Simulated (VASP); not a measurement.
Here is the system:

```
CELL_PARAMETERS angstrom
      0.00000     2.88918     2.88918
      2.88918     0.00000     2.88918
      2.88918     2.88918     0.00000
ATOMIC_POSITIONS crystal
  Na 0.00000 0.00000 0.00000
  Br 0.50000 0.50000 0.50000
```

Computed with LDA (Ceperley-Alder, Perdew-Zunger), VASP's LDA PAW potentials (set 64) (plane waves; VASP). Numerical set-up: 400 eV cut-off, 9×9×9 Γ-centred mesh, tetrahedra with Blöchl corrections, potentials Na_pv Br.

Estimate the energy per atom (σ→0), band gap (on the k-mesh) with the smallest direct gap where there is one.

```json
{
  "band gap (on the k-mesh)": "4.10 eV",
  "smallest direct gap (on the k-mesh)": "4.10 eV",
  "energy per atom (σ→0)": "-3.375 eV/atom"
}
```

Total energies compare only between runs with the same potentials, cut-off and functional.

The compound is NaBr in the rock salt structure. It was relaxed first, which changed the volume by -9 %.
